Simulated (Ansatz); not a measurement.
# From three elastic constants to directional properties of InAs

Theory: Ansatz, DFT PBEsol, scalar-relativistic, plane waves, PAW. Settings: 420 eV plane-wave cutoff, Γ-centred 12×12×12 mesh, Fermi-Dirac smearing of 0.15 eV. No spin polarisation.

Equilibrium structure at this level:
Space group F-43m (No. 216). a = 6.088 Å, b = 6.088 Å, c = 6.088 Å, α = 90.00°, β = 90.00°, γ = 90.00°
| atom | site | symmetry | x | y | z |
| --- | --- | --- | --- | --- | --- |
| In | 4a | -43m | 0.0000 | 0.0000 | 0.0000 |
| As | 4d | -43m | 0.2500 | 0.2500 | 0.7500 |

In a metal, frequencies and elastic constants depend on the k mesh and the smearing, soft modes and shear constants most.

With ions relaxed, on the cubic axes: C11 = 78.4, C12 = 44.0, C44 = 35.2 GPa. The density is 5.586 g/cm³.

Question: Is the crystal stable against strain, and how anisotropic is it?

Answer: Born's conditions hold: C11 + 2C12 = 166.4, C11 − C12 = 34.4 and C44 = 35.2 GPa are all positive. B = (C11 + 2C12)/3 = 55.5 GPa. The two shear moduli are C44 and C′ = (C11 − C12)/2 = 17.2 GPa, so Zener's ratio is A = C44/C′ = 2.05: the tetragonal shear C′ is the soft one, as in many fcc and bcc metals and zincblende crystals. The Cauchy pressure C12 − C44 is 8.8 GPa; it would vanish for pair forces between atoms on inversion centres at zero pressure, and a positive value is usual with metallic or many-body binding, and where atoms off inversion centres relax under shear, which lowers C44.

Question: Give the sound speeds along the three symmetry directions.

Answer: The Christoffel equation gives ρv² for each branch:
```tsv
direction	branch	ρv²	GPa	v (m/s)
[100]	L	C11	78.4	3746
[100]	T (×2)	C44	35.2	2511
[110]	L	(C11 + C12 + 2C44)/2	96.4	4154
[110]	T, u ∥ [001]	C44	35.2	2511
[110]	T, u ∥ [1-10]	(C11 − C12)/2	17.2	1754
[111]	L	(C11 + 2C12 + 4C44)/3	102.4	4282
[111]	T (×2)	(C11 − C12 + C44)/3	23.2	2038
```

Question: How does Young's modulus depend on direction?

Answer: Inverting gives S11 = 21.395, S12 = -7.692, S44 = 28.401 TPa⁻¹. Along a unit vector (l, m, n), 1/E = S11 − 2(S11 − S12 − S44/2)(l²m² + m²n² + n²l²), where the last bracket is 0, 1/4 and 1/3 for [100], [110] and [111]: E = 47, 72 and 87 GPa. With A > 1 the body diagonal is stiffest. For a film on (001), the biaxial modulus is C11 + C12 − 2C12²/C11 = 73 GPa and the normal strain is −2C12/C11 = -1.12 times the in-plane one.

The bands only touch here, so at this level the crystal is a zero-gap semiconductor or semimetal, not an ordinary metal; spin–orbit coupling, left out, can open or move such a gap.

Cost: 2 runs of about 6 core-minutes in all, on Arm Neoverse V2 (shared hosts).

InAs resists a change of volume far better than a tetragonal shear, and this follows from its tetrahedral network. The bonds lie along ⟨111⟩, so the shear governed by C′ leaves their lengths unchanged to first order and is opposed mainly by the weak, partly ionic resistance to bending bond angles. The shear governed by C44 also stretches bonds, though internal displacement of the sublattices relieves part of the cost. Hence Young's modulus rises from 47 GPa along [100] to 87 GPa along [111], and the slowest sound wave is the [110] branch polarised along [1-10]. The positive Cauchy pressure is therefore no evidence of metallic bonding.

The touching bands contradict the known narrow direct gap of InAs. The semilocal functional probably places the s-like conduction minimum too low relative to the As p valence top; spin–orbit splitting, which raises that top, would not by itself cure this. The elastic stability found here covers homogeneous strain only, not phonons at finite wavevector.
